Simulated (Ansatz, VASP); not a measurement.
## ZnCu (ZnCu in the L11 ordering): VASP beside Ansatz

Aim: how closely do two programs agree when they are given the same cell, functional and k mesh? The cell is generated by rule, not measured, and may not be a known phase. The cell is taken from a series of runs on this material, whose earlier steps may have relaxed, scaled, displaced or heated it; both programs get it as it stands.

Program: Ansatz 0.2.0. Level of theory: plane waves, with VASP 6.6.1 beside it; single point at PBEsol. Results are calculated unless marked as measured.

The structure was built from a prototype and need not be the compound's stable phase.

**1. The starting structure**

Symmetry: R-3m, No. 166, trigonal system. The conventional cell has a = 2.669 Å, b = 2.669 Å, c = 13.075 Å, α = 90.00°, β = 90.00°, γ = 120.00°. Cu has 6 Cu at 2.67 Å and 6 Zn at 2.67 Å nearest. Nearest to Zn lie 6 Cu at 2.67 Å and 6 Zn at 2.67 Å. Farther neighbours are not listed.

**2. VASP: single point, PBEsol**

With cell and atoms fixed, the geometry can't cause a difference; cores, projectors, grids and the points listed under the comparison can.

Lines of VASP's logs that name or quote its potential files are left out, and so is its time.

INCAR reads:

```
SYSTEM = ZnCu
PREC = Accurate
ENCUT = 600
EDIFF = 1E-06
NELM = 120
ISMEAR = 0
SIGMA = 0.1
LREAL = .FALSE.
ALGO = Normal
GGA = PS
NBANDS = 17
LASPH = .TRUE.
LORBIT = 11
LWAVE = .FALSE.
LCHARG = .FALSE.
ISIF = 2
GGA_COMPAT = .FALSE.
```

POSCAR reads:

```
ZnCu
1.0
    3.7745000000      1.8872500000      1.8872500000
    1.8872500000      3.7745000000      1.8872500000
    1.8872500000      1.8872500000      3.7745000000
Cu Zn
1 1
Direct
    0.0000000000      0.0000000000      0.0000000000
    0.5000000000      0.5000000000      0.5000000000
```

KPOINTS reads:

```
Automatic mesh
0
Gamma
9 9 9
0 0 0
```

The projector-augmented-wave data sets are Cu and Zn (PBE family, release 64).

Command:

```
mpirun -np 1 vasp_std
```

Numbers of over 12 decimals in the logs are rounded to 6 here.

What it wrote:

```text
[banner, memory and clock lines left out]
running    1 mpi-ranks, on    1 nodes
 distrk:  each k-point on    1 cores,    1 groups
 distr:  one band on    1 cores,    1 groups

 POSCAR found type information on POSCAR CuZn
 POSCAR found :  2 types and       2 ions
|                                                                             |
|               ----> ADVICE to this user running VASP <----                  |
|                                                                             |
|     You enforced a specific xc type in the INCAR file but a different       |
|     [... a line on the potential file left out ...]
|     I HOPE YOU KNOW WHAT YOU ARE DOING!                                     |
|                                                                             |

 LDA part: xc-table for (Slater+PW92), standard interpolation
 POSCAR, INCAR and KPOINTS ok, starting setup
 FFT: planning ... GRIDC
 FFT: planning ... GRID_SOFT
 FFT: planning ... GRID
 WAVECAR not read
 entering main loop
       N       E                     dE             d eps       ncg     rms          rms(c)
DAV:   1     0.118793313350E+03    0.11879E+03   -0.12544E+04  3002   0.244E+03
DAV:   2    -0.288217779099E+01   -0.12168E+03   -0.11727E+03  2923   0.321E+02
DAV:   3    -0.717933226367E+01   -0.42972E+01   -0.42590E+01  3416   0.779E+01
DAV:   4    -0.721202844238E+01   -0.32696E-01   -0.32688E-01  3572   0.613E+00
DAV:   5    -0.721246782592E+01   -0.43938E-03   -0.43937E-03  3559   0.727E-01    0.985E+00
DAV:   6    -0.721782292210E+01   -0.53551E-02   -0.21668E+01  3003   0.100E+02    0.686E+00
DAV:   7    -0.599856258939E+01    0.12193E+01   -0.43461E+00  3512   0.934E+01    0.200E+00
DAV:   8    -0.599514060012E+01    0.34220E-02   -0.23318E-01  4426   0.757E+00    0.118E+00
DAV:   9    -0.598528260388E+01    0.98580E-02   -0.27697E-02  3186   0.326E+00    0.883E-02
DAV:  10    -0.598517734054E+01    0.10526E-03   -0.86441E-04  3567   0.437E-01    0.266E-02
DAV:  11    -0.598516689026E+01    0.10450E-04   -0.39760E-05  4235   0.131E-01    0.747E-03
DAV:  12    -0.598516702459E+01   -0.13433E-06   -0.11428E-05  3692   0.706E-02    0.629E-03
DAV:  13    -0.598516628203E+01    0.74256E-06   -0.32018E-06  2356   0.438E-02
   1 F= -.59851663E+01 E0= -.59840139E+01  d E =-.230482E-02
```

From OUTCAR (step 2):

```text
ion  position               nearest neighbor table
   1  0.000  0.000  0.000-   2 2.67   2 2.67   2 2.67   2 2.67   2 2.67   2 2.67
   2  0.500  0.500  0.500-   1 2.67   1 2.67   1 2.67   1 2.67   1 2.67   1 2.67

  LATTYP: Found a trigonal (rhomboedric) cell.
 ALAT       =     4.6227995171
 COS(alpha) =     0.8333333333

 Subroutine GETGRP returns: Found 12 space group operations
 (whereof 12 operations were pure point group operations)

The static configuration has the point symmetry D_3d.

 Found     85 irreducible k-points:

   k-points           NKPTS =     85   k-points in BZ     NKDIM =     85   number of bands    NBANDS=     17

   dimension x,y,z NGX =    40 NGY =   40 NGZ =   40
   dimension x,y,z NGXF=    80 NGYF=   80 NGZF=   80

   ENCUT  =  600.0 eV  44.10 Ry    6.64 a.u.   9.23  9.23  9.23*2*pi/ulx,y,z

   NELECT =      23.0000    total number of electrons

 k-points in reciprocal lattice and weights: Automatic mesh
   0.00000000  0.00000000  0.00000000       0.001
   0.11111111  0.00000000  0.00000000       0.008
   0.22222222 -0.00000000 -0.00000000       0.008
   0.33333333  0.00000000  0.00000000       0.008
   0.44444444 -0.00000000 -0.00000000       0.008
   0.11111111  0.11111111  0.00000000       0.008
   0.22222222  0.11111111 -0.00000000       0.016
   0.33333333  0.11111111  0.00000000       0.016
   0.44444444  0.11111111 -0.00000000       0.016
[...]
0.44444444  0.44444444  0.44444444       0.003
  -0.44444444  0.44444444  0.44444444       0.008

 average (electrostatic) potential at core
       1 -66.2305       2 -34.6323

 E-fermi :   4.8459

 k-point     1 :       0.0000    0.0000    0.0000
  band No.  band energies     occupation
    ...
      8       1.9886      2.00000
      9       1.9886      2.00000
     10       2.5536      2.00000
     11       2.5536      2.00000
     12       2.7650      2.00000
     13       6.0589      0.00000
     14      22.9143      0.00000
     15      22.9143      0.00000
     16      24.0054      0.00000
     17      25.5752      0.00000

 k-point     2 :       0.1111    0.0000    0.0000
  band No.  band energies     occupation
    ...
      8       1.8723      2.00000
      9       2.0022      2.00000
     10       2.0980      2.00000
     11       2.5238      2.00000
     12       3.6807      2.00000
     13       6.3292      0.00000
     14      19.0717      0.00000
     15      21.4038      0.00000
     16      22.5095      0.00000
     17      23.0426      0.00000

 k-point     3 :       0.2222   -0.0000   -0.0000
  band No.  band energies     occupation
    ...
      8       1.5743      2.00000
      9       1.8382      2.00000
     10       2.3846      2.00000
     11       2.4487      2.00000
     12       4.8069      1.41871
     13       7.3740      0.00000
     14      14.0483      0.00000
     15      18.0575      0.00000
     16      19.4394      0.00000
     17      21.9335      0.00000

  Total       -1.4384991     -1.4384991     -1.4384991     -0.2669407     -0.2669407     -0.2669407
  in kB      -85.7179735    -85.7179735    -85.7179735    -15.9065891    -15.9065891    -15.9065891
  external PRESSURE =     -85.7179735 kB  Pullay stress =       0.0000000 kB

  energy-cutoff  :      600.00
  volume of cell :       26.89
      direct lattice vectors                 reciprocal lattice vectors
     3.774500000  1.887250000  1.887250000     0.397403630 -0.132467877 -0.132467877
     1.887250000  3.774500000  1.887250000    -0.132467877  0.397403630 -0.132467877
     1.887250000  1.887250000  3.774500000    -0.132467877 -0.132467877  0.397403630

 POSITION                                       TOTAL-FORCE (eV/Angst)
 -----------------------------------------------------------------------------------
      0.00000      0.00000      0.00000         0.000000     -0.000000      0.000000
      3.77450      3.77450      3.77450        -0.000000      0.000000     -0.000000
 -----------------------------------------------------------------------------------
    total drift:                               -0.000000      0.000000     -0.000000

  FREE ENERGIE OF THE ION-ELECTRON SYSTEM (eV)
  ---------------------------------------------------
  free  energy   TOTEN  =        -5.9851662820 eV

  energy  without entropy=       -5.9828614583  energy(sigma->0) =       -5.98401387

 total charge
# of ion       s       p       d       tot
------------------------------------------
    1        0.411   0.339   9.170   9.920
    2        0.595   0.488   9.728  10.811
--------------------------------------------------
tot          1.006   0.827  18.898  20.731

[... 3 further parts left out ...]
```

The run ends at a pressure of -8.57 GPa.

**3. Ansatz: single point, PBEsol**

Ansatz runs on its default PAW (the set named soft_2) files.

The same cell, functional, mesh and smearing now go to Ansatz, which takes its cutoff from its data sets.

input.yaml reads:

```yaml
crystal:
  lattice:
    - [3.7745, 1.88725, 1.88725]
    - [1.88725, 3.7745, 1.88725]
    - [1.88725, 1.88725, 3.7745]
  atoms:
    - { symbol: Cu, position: [0.0, 0.0, 0.0] }
    - { symbol: Zn, position: [0.5, 0.5, 0.5] }
kpoints:
  mp_grid: { grid: [9, 9, 9] }
hamiltonian:
  xc: pbesol
scf:
  occupations: { method: gaussian, width: 0.1 }
output:
  forces: true
  stress: true
  eigenvalues: true
```

Command:

```
ansatz run input.yaml --threads 4 --pin off --max-ram 8192MiB --backend cpu --events-out ev --progress --plain --runs-dir out
```

What it wrote:

```text
basis.fft_grid_basis auto: the FFT boxes are laid along the combinations [[1, 0, -1], [0, 1, -1], [0, 0, 1]] of the cell's own vectors, 2.669, 2.669 and 4.623 Å long. The dense box has 18×18×32 points. Along the cell's own vectors, as sized, it would have 32×32×32, 3.16 times as many. Of the 12 symmetry operations that the crystal satisfies within crystal.symmetry.tolerance (time reversal apart; of a slab, those that [...]
Engine: ansatz 0.2.0, aarch64-unknown-linux-gnu
Pseudopotentials: kind: paw
Pseudopotential: Cu, paw, valence charge 19, recommended cutoff 420 eV (normal), Cu.paw.azcp
Pseudopotential: Zn, paw, valence charge 12, recommended cutoff 420 eV (normal), Zn.paw.azcp
Functional definition: PBEsol
  exchange = pbesol_x
  correlation = pbesol_c
Crystal: 2 atoms, lattice volume = 26.887 Å³
Basis set: ecut = 420 eV, 525 PW (Γ), FFT grids on a1−a3, a2−a3, a3, exchange–correlation on 36×36×64 points (8 copies of the dense FFT grid, shifted against one another)
Bands: 20, of which v1, the nominal top of the filled ones, is band 16 counted from 1 (15 counted from 0)
Symmetry: 12 space group operations
Space group: R-3m (ITA 166), of the structure as read, at distance tolerance 3.0e-5 Å
k-points: 85 of 729
Non-local potential: Cu, projectors of the file, l = 0: 3, l = 1: 2, l = 2: 3, l = 3: 1
Non-local potential: Zn, projectors of the file, l = 0: 2, l = 1: 2, l = 2: 3, l = 3: 1
PAW form: soft (Blöchl's): semilocal exchange-correlation on the pseudo side does not see the compensation charge
PAW frozen core: Cu, regenerated for the run's functional, and the local potential with it (the file was generated under x = pbe(κ = 0.804, μ = 0.219515), c = pbe(β = 0.066725))
PAW frozen core: Zn, regenerated for the run's functional, and the local potential with it (the file was generated under x = pbe(κ = 0.804, μ = 0.219515), c = pbe(β = 0.066725))
PAW one-centre angular grid: Cu, 590 points (default); XC on 64 Gauss nodes
PAW one-centre angular grid: Zn, 590 points (default); XC on 64 Gauss nodes
Initial density: superposition of atomic densities (neutral atoms: chi_scale 0, normalization atom), corrected by the library's trained network
Initial wavefunctions: pseudopotential atomic-orbital guess
Functional: x = pbesol(κ = 0.804, μ = 0.123457), c = pbesol(β = 0.046)
SCF iter   1: F=—  HF=-9869.767999 eV  |F-HF|=—  |Δ(HF+E_count)|=         —  Δρ=1.29e-2  dr2=2.56e-2  ethr=1.77e-3  ⟨swp⟩=5.4  Hψ=7291  notcnv=0
preconditioner: auto → none  [metal: Δε(μ)=0.056 eV  Ē_g=12.362 eV  σ=0.100 eV  W_gap=0.31  n_scr=8 (ndim 8)  ℏωp=34.3 eV  f_vac=0.000  D(μ)=0.46/eV (n_scr^D=2)  sad-step TF]
SCF iter   2: F=—  HF=-9869.763377 eV  |F-HF|=—  |Δ(HF+E_count)|=   4.62e-3  Δρ=2.76e-3  dr2=1.86e-3  ethr=8.26e-5  ⟨swp⟩=2.2  Hψ=3124  notcnv=0  defer=6
SCF iter   3: F=—  HF=-9869.762991 eV  |F-HF|=—  |Δ(HF+E_count)|=   3.86e-4  Δρ=1.17e-3  dr2=2.02e-4  ethr=6.01e-6  ⟨swp⟩=1.5  Hψ=1793  notcnv=0  defer=6
SCF iter   4: F=—  HF=-9869.762950 eV  |F-HF|=—  |Δ(HF+E_count)|=   4.08e-5  Δρ=9.85e-5  dr2=1.74e-6  ethr=6.50e-7  ⟨swp⟩=2.4  Hψ=2735  notcnv=0  defer=6
SCF iter   5: F=—  HF=-9869.762941 eV  |F-HF|=—  |Δ(HF+E_count)|=   9.46e-6  Δρ=5.56e-5  dr2=4.17e-7  ethr=5.60e-9  ⟨swp⟩=2.1  Hψ=2869  notcnv=0  defer=6
SCF iter   6: F=-9869.762941 eV  HF=-9869.762941 eV  |F-HF|=3.37e-8  |Δ(HF+E_count)|=   9.27e-8  Δρ=1.63e-5  dr2=2.17e-8  ethr=3.23e-10  ⟨swp⟩=4.8  Hψ=8042  notcnv=0
SCF 1 converged in 6 iterations: F = -9869.762941 eV  dr2 = 2.17e-8
  greatest PAW one-centre occupation: 1.000 electrons in one spin orbital (limit 2), on the Cu atom at site 0 (counted from 0), in its partial waves of l = 0
SCF converged after 6 iterations
Free energy (F): -9869.762941 eV
Harris-Foulkes:  -9869.762941 eV  (|F-HF|=3.37e-8)
Internal energy: -9869.760574 eV  (E = F + TS)
E sigma→0 (E₀):  -9869.761757 eV
Entropy (-TS):   -0.002366 eV (-1.183 meV/atom)
Fermi energy:    13.358730 eV
--- Per-component energies (eV) ---
  E_band       = -344.804772
  E_kinetic    = 430.744108
  E_local      = -5994.831214  (includes V_loc(G=0)·N_el)
  E_nonlocal   = 1004.924474
  E_hartree    = 2612.930550
  E_xc         = -224.871024
  E_vxc        = -168.061712  (∫ρ·V_xc dr)
  E_paw        = -3415.739542  (= ΣΔE_a)
  E_vpaw       = -843.435443  (= ΣTr[D̂ρ^β])
  E_aug_tail   = -0.000136  (compensation charges beyond the density's cutoff)
  E_ewald      = -4283.921348
  E_core_change = 1.003557  (= ΣΔE_core)
  E_smearing   = -0.002366  (= −TS)
  E_closure    = -0.000000  (closes the sum)
  Σ components = -9869.762941   (vs F -9869.762941, Δ=0.00e0)
--- Forces (eV/Å), atoms counted from 1 ---
  atom   1  Cu    -0.00000000     0.00000000    -0.00000000
  atom   2  Zn     0.00000000    -0.00000000     0.00000000
  max |Σ_I F_I| component: 1.18e-28 eV/Å
--- Stress (GPa, compression-positive) ---
       -9.110813      -1.649936      -1.649936
       -1.649936      -9.110813      -1.649936
       -1.649936      -1.649936      -9.110813
  P = ⅓ Tr σ = -9.1108 GPa (-91.108 kbar)
--- Band table (eV; the first three rows and the last of 85) ---
  k-point 0: bands = [... 12 lower, 10.5305, 11.1036, 11.1036, 11.2626, 14.5797, 31.3617, 31.3617, 32.2833]
  k-point 1: bands = [... 12 lower, 10.5368, 10.6412, 11.0732, 12.2006, 14.8460, 27.5230, 29.8552, 30.9392]
  k-point 2: bands = [... 12 lower, 10.3761, 10.9314, 10.9967, 13.3262, 15.8830, 22.5370, 26.5167, 27.9008]
  k-point 84: bands = [... 12 lower, 10.4301, 10.6154, 11.0400, 11.0464, 22.8873, 23.7784, 27.1992, 29.3451]
```

In the SCF lines HF is the Harris–Foulkes energy and dr2 the Hartree energy of the density residual, in eV; the loop may stop once dr2 is under the threshold and the program's other checks hold. Hψ counts applications of the Hamiltonian.

The run ends at a pressure of -9.11 GPa.

**4. Side by side**

Known differences besides the potentials themselves: the data sets hold 31 valence electrons in Ansatz (on its default PAW (the set named soft_2) files) and 23 in VASP; the cutoff is 420 eV in Ansatz and 600 eV in VASP; Ansatz makes its cores anew for this functional, VASP keeps those of its PBE data sets. Total energies have different zeros and are not compared.

Compared:

| quantity | Ansatz | VASP | difference |
| --- | --- | --- | --- |
| pressure (GPa) | -9.11 | -8.57 | -0.54 |

**5. What came out**

| Property | Result |
| --- | --- |
| difference in pressure (single point, PBEsol) | -0.54 GPa |

What this shows: The difference in pressure is -0.54 GPa (single point, PBEsol), within the 1 GPa picked in this series as the mark of a large difference. The data sets hold unlike numbers of valence electrons (31 in Ansatz and 23 in VASP), so part of the differences comes from the potentials. VASP runs on this material, other cells of it included, that failed, so that no pair exists: zone-centre phonons, PBEsol (timeout). How closely two codes agree says nothing of how well the functional describes the real material.

[Lines on the potential files, build, host, timing and source positions are cut from VASP's logs without a mark.]

[Logs are printed without paths, hosts, clocks, repeated set-up lines and the standing remarks that a program may print on its own settings, such as how far it seeks lower states.]

[Hosts, paths, dates, database ids (printed as entryN), source tags and the programs' standing remarks are cut or masked in the printed files.]
